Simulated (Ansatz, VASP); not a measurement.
**Zn35CuO36 (Cu on a Zn site in ZnO): VASP beside Ansatz**

One calculation is typed for both programs; each brings its own data sets. How far apart do they land? Of the first pair: The structure shown is the start of the Ansatz relaxation below; VASP solves that cell, so the two are compared at the walk's first step.

Method: plane waves, with VASP 6.6.1 beside it; PBE, in Ansatz 0.2.0.

## (1) Starting point

The cell holds 72 atoms: 35 Zn, 36 O and 1 Cu. Cell: a = 9.748 Å, b = 9.748 Å, c = 10.411 Å, α = 90.0°, β = 90.0°, γ = 120.0°. It derives from ZnO (ZnO (P6_3mc)). Nearest the centre at fractional (0.556, 0.444, 0.500): Cu72 at 0.05 Å, O53 at 1.96 Å, O49 at 1.99 Å, O54 at 1.99 Å, O65 at 2.01 Å, Zn19 at 3.17 Å, Zn13 at 3.18 Å, Zn28 at 3.22 Å. The cell carries charge −1.

## (2) Ansatz: relaxation, PBE

Ansatz runs on its default PAW (the set named soft_2) files.

The two programs are compared at the cell with which this relaxation starts, whose forces are those of its first step.

Contents of input.yaml:

```yaml
relax:
  f_tol: 0.02
  max_steps: 80
  random_displacement: { amplitude: 0.05, seed: 671 }
crystal:
  lattice:
    - [9.74792405, 0.0, 0.0]
    - [-4.87396202, 8.44194986, 0.0]
    - [0.0, 0.0, 10.411418]
  atoms:
    - { symbol: Zn, position: [0.111111111, 0.222222222, 0.249510893] }
    - { symbol: Zn, position: [0.222222222, 0.111111111, -0.000489107] }
    - { symbol: O, position: [0.222222222, 0.111111111, 0.189994107] }
    - { symbol: O, position: [0.111111111, 0.222222222, 0.439994107] }
    - { symbol: Zn, position: [0.111111111, 0.222222222, 0.749510893] }
    - { symbol: Zn, position: [0.222222222, 0.111111111, 0.499510893] }
    - { symbol: O, position: [0.222222222, 0.111111111, 0.689994107] }
    - { symbol: O, position: [0.111111111, 0.222222222, 0.939994107] }
    - { symbol: Zn, position: [0.111111111, 0.555555556, 0.249510893] }
    - { symbol: Zn, position: [0.222222222, 0.444444444, -0.000489107] }
    - { symbol: O, position: [0.222222222, 0.444444444, 0.189994107] }
    - { symbol: O, position: [0.111111111, 0.555555556, 0.439994107] }
    - { symbol: Zn, position: [0.111111111, 0.555555556, 0.749510893] }
    - { symbol: Zn, position: [0.222222222, 0.444444444, 0.499510893] }
    - { symbol: O, position: [0.222222222, 0.444444444, 0.689994107] }
    - { symbol: O, position: [0.111111111, 0.555555556, 0.939994107] }
    - { symbol: Zn, position: [0.111111111, 0.888888889, 0.249510893] }
    - { symbol: Zn, position: [0.222222222, 0.777777778, -0.000489107] }
    - { symbol: O, position: [0.222222222, 0.777777778, 0.189994107] }
    - { symbol: O, position: [0.111111111, 0.888888889, 0.439994107] }
    - { symbol: Zn, position: [0.111111111, 0.888888889, 0.749510893] }
    - { symbol: Zn, position: [0.222222222, 0.777777778, 0.499510893] }
    - { symbol: O, position: [0.222222222, 0.777777778, 0.689994107] }
    - { symbol: O, position: [0.111111111, 0.888888889, 0.939994107] }
    - { symbol: Zn, position: [0.444444444, 0.222222222, 0.249510893] }
    - { symbol: Zn, position: [0.555555556, 0.111111111, -0.000489107] }
    - { symbol: O, position: [0.555555556, 0.111111111, 0.189994107] }
    - { symbol: O, position: [0.444444444, 0.222222222, 0.439994107] }
    - { symbol: Zn, position: [0.444444444, 0.222222222, 0.749510893] }
    - { symbol: Zn, position: [0.555555556, 0.111111111, 0.499510893] }
    - { symbol: O, position: [0.555555556, 0.111111111, 0.689994107] }
    - { symbol: O, position: [0.444444444, 0.222222222, 0.939994107] }
    - { symbol: Zn, position: [0.444444444, 0.555555556, 0.249510893] }
    - { symbol: Zn, position: [0.555555556, 0.444444444, -0.000489107] }
    - { symbol: O, position: [0.555555556, 0.444444444, 0.189994107] }
    - { symbol: O, position: [0.444444444, 0.555555556, 0.439994107] }
    - { symbol: Zn, position: [0.444444444, 0.555555556, 0.749510893] }
    - { symbol: Cu, position: [0.555555556, 0.444444444, 0.499510893] }
    - { symbol: O, position: [0.555555556, 0.444444444, 0.689994107] }
    - { symbol: O, position: [0.444444444, 0.555555556, 0.939994107] }
    - { symbol: Zn, position: [0.444444444, 0.888888889, 0.249510893] }
    - { symbol: Zn, position: [0.555555556, 0.777777778, -0.000489107] }
    - { symbol: O, position: [0.555555556, 0.777777778, 0.189994107] }
    - { symbol: O, position: [0.444444444, 0.888888889, 0.439994107] }
    - { symbol: Zn, position: [0.444444444, 0.888888889, 0.749510893] }
    - { symbol: Zn, position: [0.555555556, 0.777777778, 0.499510893] }
    - { symbol: O, position: [0.555555556, 0.777777778, 0.689994107] }
    - { symbol: O, position: [0.444444444, 0.888888889, 0.939994107] }
    - { symbol: Zn, position: [0.777777778, 0.222222222, 0.249510893] }
    - { symbol: Zn, position: [0.888888889, 0.111111111, -0.000489107] }
    - { symbol: O, position: [0.888888889, 0.111111111, 0.189994107] }
    - { symbol: O, position: [0.777777778, 0.222222222, 0.439994107] }
    - { symbol: Zn, position: [0.777777778, 0.222222222, 0.749510893] }
    - { symbol: Zn, position: [0.888888889, 0.111111111, 0.499510893] }
    - { symbol: O, position: [0.888888889, 0.111111111, 0.689994107] }
    - { symbol: O, position: [0.777777778, 0.222222222, 0.939994107] }
    - { symbol: Zn, position: [0.777777778, 0.555555556, 0.249510893] }
    - { symbol: Zn, position: [0.888888889, 0.444444444, -0.000489107] }
    - { symbol: O, position: [0.888888889, 0.444444444, 0.189994107] }
    - { symbol: O, position: [0.777777778, 0.555555556, 0.439994107] }
    - { symbol: Zn, position: [0.777777778, 0.555555556, 0.749510893] }
    - { symbol: Zn, position: [0.888888889, 0.444444444, 0.499510893] }
    - { symbol: O, position: [0.888888889, 0.444444444, 0.689994107] }
    - { symbol: O, position: [0.777777778, 0.555555556, 0.939994107] }
    - { symbol: Zn, position: [0.777777778, 0.888888889, 0.249510893] }
    - { symbol: Zn, position: [0.888888889, 0.777777778, -0.000489107] }
    - { symbol: O, position: [0.888888889, 0.777777778, 0.189994107] }
    - { symbol: O, position: [0.777777778, 0.888888889, 0.439994107] }
    - { symbol: Zn, position: [0.777777778, 0.888888889, 0.749510893] }
    - { symbol: Zn, position: [0.888888889, 0.777777778, 0.499510893] }
    - { symbol: O, position: [0.888888889, 0.777777778, 0.689994107] }
    - { symbol: O, position: [0.777777778, 0.888888889, 0.939994107] }
  host:
    repeats: [3, 3, 2]
    atoms:
      - { symbol: Zn, position: [0.333333333, 0.666666667, 0.499021785] }
      - { symbol: Zn, position: [0.666666667, 0.333333333, -0.000978215] }
      - { symbol: O, position: [0.666666667, 0.333333333, 0.379988215] }
      - { symbol: O, position: [0.333333333, 0.666666667, 0.879988215] }
total_charge: -1
basis:
  ecutwfc: 420
  xc_grid: 2
hamiltonian:
  xc: pbe
kpoints:
  mp_grid: { grid: [1, 1, 1], shift: [0.25, 0.25, 0.25] }
scf:
  occupations: { method: fermi_dirac, width: 0.01 }
  max_iter: 120
output:
  forces: true
  charged_corrections:
    epsilon: [5.08, 5.08, 5.12]
    static_epsilon: [9.82, 9.82, 10.68]
    defect_position: [0.555556, 0.444444, 0.499511]
checkpoint:
  write: "../relax1.run"
  compress: false
  write_wavefunctions: true
  write_every: 100000
```

On the command line:

```
> ansatz run input.yaml --threads 4 --pin off --max-ram 14131MiB --backend cpu --events-out ev --progress --plain --runs-dir out
```

Numbers of over 12 decimals in the logs are rounded to 6 here.

The log of the run:

```text
Engine: ansatz 0.2.0, x86_64-unknown-linux-gnu
Pseudopotentials: kind: paw
Pseudopotential: Zn, paw, valence charge 12, recommended cutoff 420 eV (normal), Zn.paw.azcp
Pseudopotential: O, paw, valence charge 6, recommended cutoff 420 eV (normal), O.paw.azcp
Pseudopotential: Cu, paw, valence charge 19, recommended cutoff 420 eV (normal), Cu.paw.azcp
Functional definition: PBE
  parameter kappa = 0.804
  parameter beta = 0.066725
  exchange = pbe_x(kappa = kappa, mu = beta*pi^2/3)
  correlation = pbe_c(beta = beta)
Crystal: 72 atoms, lattice volume = 856.771 Å³
Basis set: ecut = 420 eV, 16751 PW (Γ), exchange–correlation on 144×144×144 points (8 copies of the dense FFT grid, shifted against one another)
Bands: 400, of which v1, the nominal top of the filled ones, is band 328 counted from 1 (327 counted from 0)
Symmetry: 1 space group operations
k-points: 1
Non-local potential: Zn, projectors of the file, l = 0: 2, l = 1: 2, l = 2: 3, l = 3: 1
Non-local potential: O, projectors of the file, l = 0: 2, l = 1: 2, l = 2: 1
Non-local potential: Cu, projectors of the file, l = 0: 3, l = 1: 2, l = 2: 3, l = 3: 1
PAW form: soft (Blöchl's): semilocal exchange-correlation on the pseudo side does not see the compensation charge
PAW one-centre angular grid: Zn, 590 points (default); XC on 64 Gauss nodes
PAW one-centre angular grid: O, 110 points (default); XC on 64 Gauss nodes
PAW one-centre angular grid: Cu, 590 points (default); XC on 64 Gauss nodes
Initial density: superposition of atomic densities (neutral atoms scaled as one to the charged cell's electrons: chi_scale 0, normalization atom), corrected by the library's trained network
Initial wavefunctions: pseudopotential atomic-orbital guess
Functional: x = pbe(κ = 0.804, μ = 0.219515), c = pbe(β = 0.066725)
SCF iter   1: F=—  HF=-143220.799335 eV  |F-HF|=—  |Δ(HF+E_count)|=         —  Δρ=1.07e-2  dr2=9.83e-1  ethr=1.77e-3  ⟨swp⟩=6.0  Hψ=1444  notcnv=0  defer=1
preconditioner: auto → Resta (q_TF=auto, 2.610 Å⁻¹)  ε∞=7.7  [insulator: Δε(μ)=0.693 eV  Ē_g=12.504 eV  σ=0.010 eV  W_gap=1.00  n_scr=242 (ndim 8)  ℏωp=32.3 eV  f_vac=0.038  D(μ)=0.00/eV (n_scr^D=0)  ε∞_Penn≈7.7]
SCF iter   2: F=—  HF=-143221.037369 eV  |F-HF|=—  |Δ(HF+E_count)|=   2.38e-1  Δρ=5.02e-2  dr2=2.13e1  ethr=1.50e-4  ⟨swp⟩=3.0  Hψ=795  notcnv=0  defer=66
preconditioner: auto → LDOS  [insulator: Δε(μ)=0.059 eV  Ē_g=12.573 eV  σ=0.010 eV  W_gap=0.90  n_scr=242 (ndim 8)  ℏωp=32.3 eV  f_vac=0.037  D(μ)=20.97/eV (n_scr^D=144)  ε∞_Penn≈7.6  β→1.0]
SCF iter   3: F=—  HF=-143220.866397 eV  |F-HF|=—  |Δ(HF+E_count)|=   1.71e-1  Δρ=1.24e-2  dr2=9.66e-1  ethr=1.50e-4  ⟨swp⟩=2.0  Hψ=794  notcnv=0  defer=66
SCF iter   4: F=—  HF=-143220.705997 eV  |F-HF|=—  |Δ(HF+E_count)|=   1.60e-1  Δρ=7.45e-3  dr2=3.72e-1  ethr=1.47e-4  ⟨swp⟩=2.0  Hψ=469  notcnv=0  defer=66
SCF iter   5: F=—  HF=-143220.659103 eV  |F-HF|=—  |Δ(HF+E_count)|=   4.69e-2  Δρ=4.29e-3  dr2=1.87e-1  ethr=5.67e-5  ⟨swp⟩=2.0  Hψ=532  notcnv=0  defer=66
SCF iter   6: F=—  HF=-143220.648134 eV  |F-HF|=—  |Δ(HF+E_count)|=   1.10e-2  Δρ=2.63e-3  dr2=5.31e-2  ethr=2.85e-5  ⟨swp⟩=2.0  Hψ=629  notcnv=0  defer=66
SCF iter   7: F=—  HF=-143220.644286 eV  |F-HF|=—  |Δ(HF+E_count)|=   3.85e-3  Δρ=1.12e-3  dr2=1.37e-2  ethr=8.10e-6  ⟨swp⟩=2.0  Hψ=629  notcnv=0  defer=66
SCF iter   8: F=—  HF=-143220.643144 eV  |F-HF|=—  |Δ(HF+E_count)|=   1.14e-3  Δρ=3.14e-4  dr2=8.15e-4  ethr=2.09e-6  ⟨swp⟩=1.0  Hψ=460  notcnv=0  defer=66
SCF iter   9: F=—  HF=-143220.643228 eV  |F-HF|=—  |Δ(HF+E_count)|=   8.40e-5  Δρ=4.98e-4  dr2=2.34e-3  ethr=1.24e-7  ⟨swp⟩=2.0  Hψ=662  notcnv=0  defer=66
SCF iter  10: F=—  HF=-143220.643119 eV  |F-HF|=—  |Δ(HF+E_count)|=   1.09e-4  Δρ=2.52e-4  dr2=5.71e-4  ethr=1.24e-7  ⟨swp⟩=2.0  Hψ=429  notcnv=0  defer=66
SCF iter  11: F=—  HF=-143220.643087 eV  |F-HF|=—  |Δ(HF+E_count)|=   3.21e-5  Δρ=5.29e-5  dr2=3.06e-5  ethr=8.70e-8  ⟨swp⟩=2.0  Hψ=339  notcnv=0  defer=66
SCF iter  12: F=-143220.643082 eV  HF=-143220.643084 eV  |F-HF|=1.89e-6  |Δ(HF+E_count)|=   3.03e-6  Δρ=1.66e-5  dr2=2.06e-6  ethr=1.52e-9  ⟨swp⟩=3.0  Hψ=1067  notcnv=0
SCF 1 converged in 12 iterations: F = -143220.643082 eV  dr2 = 2.06e-6
  greatest PAW one-centre occupation: 1.000 electrons in one spin orbital (limit 2), on the Cu atom at site 37 (counted from 0), in its partial waves of l = 0
relax step   1: F+E_penalty+E_count = -143220.64308165 eV  Δ(F+E_penalty+E_count) = +0.000e0 eV  max|allowed force component| = 1.026e0 eV/Å  Δτ_max = 0.0000 Å  (12 SCF iters, dr2 threshold 1.00e-5 eV, accepted)
Initial density: handed on by an earlier stage of this run
Initial wavefunctions: those handed on with the density
iter 1 solved again at ethr=2.79e-5 eV; its pass at ethr=3.10e-3 eV (dr2=1.83e-1 eV) is discarded
SCF iter   1: F=—  HF=-143221.276680 eV  |F-HF|=—  |Δ(HF+E_count)|=         —  Δρ=5.26e-3  dr2=1.86e-1  ethr=2.79e-5  ⟨swp⟩=2.0  Hψ=1241  notcnv=0  defer=66
[...]
--- Relaxed structure (7 steps of the walk, 7 accepted, 0 SCFs on fresh bases) ---
  F+E_penalty+E_count = -143221.78450368 eV   max|allowed force component| = 1.088e-2 eV/Å
  atoms:
    - { symbol: Zn, position: [0.110854, 0.224255, 0.249845] }
    - { symbol: Zn, position: [0.222590, 0.112385, -0.00102992] }
    - { symbol: O, position: [0.220772, 0.112416, 0.189055] }
    - { symbol: O, position: [0.108183, 0.223403, 0.440225] }
    - { symbol: Zn, position: [0.110538, 0.224654, 0.750129] }
    - { symbol: Zn, position: [0.216063, 0.111040, 0.502328] }
    - { symbol: O, position: [0.219713, 0.111305, 0.692584] }
    - { symbol: O, position: [0.110366, 0.223310, 0.940757] }
    - { symbol: Zn, position: [0.110984, 0.556235, 0.251491] }
    - { symbol: Zn, position: [0.224352, 0.446333, -0.000627357] }
    - { symbol: O, position: [0.222606, 0.446110, 0.189505] }
    - { symbol: O, position: [0.112591, 0.555023, 0.441495] }
    - { symbol: Zn, position: [0.112407, 0.557023, 0.749329] }
    - { symbol: Zn, position: [0.230296, 0.446985, 0.498294] }
    - { symbol: O, position: [0.221863, 0.445354, 0.689842] }
    - { symbol: O, position: [0.111821, 0.556759, 0.940366] }
    - { symbol: Zn, position: [0.110246, 0.890818, 0.250996] }
    - { symbol: Zn, position: [0.222479, 0.778305, 0.00119979] }
    - { symbol: O, position: [0.221816, 0.779111, 0.191553] }
    - { symbol: O, position: [0.111108, 0.889691, 0.440864] }
    - { symbol: Zn, position: [0.111207, 0.889436, 0.750841] }
    - { symbol: Zn, position: [0.222570, 0.778284, 0.498341] }
    - { symbol: O, position: [0.221851, 0.778916, 0.689940] }
    - { symbol: O, position: [0.111428, 0.889344, 0.941281] }
    - { symbol: Zn, position: [0.444364, 0.226185, 0.249576] }
    - { symbol: Zn, position: [0.554459, 0.111452, -0.00078591] }
    - { symbol: O, position: [0.554221, 0.111807, 0.189636] }
    - { symbol: O, position: [0.429127, 0.203705, 0.437276] }
    - { symbol: Zn, position: [0.445224, 0.225747, 0.745292] }
    - { symbol: Zn, position: [0.555082, 0.111879, 0.500117] }
    - { symbol: O, position: [0.554768, 0.110210, 0.691112] }
    - { symbol: O, position: [0.443231, 0.220925, 0.938062] }
    - { symbol: Zn, position: [0.446064, 0.554921, 0.252864] }
    - { symbol: Zn, position: [0.555673, 0.445051, -0.00716867] }
    - { symbol: O, position: [0.555461, 0.445637, 0.182880] }
    - { symbol: O, position: [0.447474, 0.553490, 0.439386] }
    - { symbol: Zn, position: [0.447106, 0.553636, 0.742904] }
    - { symbol: Cu, position: [0.579528, 0.420590, 0.478577] }
    - { symbol: O, position: [0.556601, 0.444018, 0.689762] }
    - { symbol: O, position: [0.443960, 0.556804, 0.936397] }
    - { symbol: Zn, position: [0.444707, 0.889955, 0.251416] }
    - { symbol: Zn, position: [0.554465, 0.776417, -0.000648686] }
    - { symbol: O, position: [0.554850, 0.778338, 0.189492] }
    - { symbol: O, position: [0.445842, 0.888303, 0.441415] }
    - { symbol: Zn, position: [0.443748, 0.888376, 0.749304] }
    - { symbol: Zn, position: [0.553820, 0.770682, 0.498303] }
    - { symbol: O, position: [0.555421, 0.778904, 0.689866] }
    - { symbol: O, position: [0.444041, 0.888972, 0.940334] }
    - { symbol: Zn, position: [0.776292, 0.224620, 0.249234] }
[...]
- { symbol: Zn, position: [0.775005, 0.556766, 0.249778] }
    - { symbol: Zn, position: [0.889332, 0.446301, -0.000715292] }
    - { symbol: O, position: [0.889069, 0.446695, 0.189719] }
    - { symbol: O, position: [0.796618, 0.571460, 0.437595] }
    - { symbol: Zn, position: [0.774925, 0.555399, 0.745307] }
    - { symbol: Zn, position: [0.888929, 0.445865, 0.500139] }
    - { symbol: O, position: [0.890590, 0.445995, 0.691189] }
    - { symbol: O, position: [0.779819, 0.557476, 0.938112] }
    - { symbol: Zn, position: [0.776702, 0.890077, 0.249888] }
    - { symbol: Zn, position: [0.888357, 0.778129, -0.00101256] }
    - { symbol: O, position: [0.888622, 0.780255, 0.189075] }
    - { symbol: O, position: [0.777473, 0.892638, 0.440281] }
    - { symbol: Zn, position: [0.776142, 0.890261, 0.750101] }
    - { symbol: Zn, position: [0.889802, 0.784701, 0.502311] }
    - { symbol: O, position: [0.889343, 0.780922, 0.692622] }
    - { symbol: O, position: [0.777465, 0.890365, 0.940738] }
```

The column dr2 measures how far the density is from self-consistency, as an energy; F and HF (Harris–Foulkes) agree once it is small.

(Continued in part 2 of 2.)

[Lines on the potential files, build, host, timing and source positions are cut from VASP's logs without a mark.]

[Logs are printed without paths, hosts, clocks, repeated set-up lines and the standing remarks that a program may print on its own settings, such as how far it seeks lower states.]

[Hosts, paths, dates, database ids (printed as entryN), source tags and the programs' standing remarks are cut or masked in the printed files.]
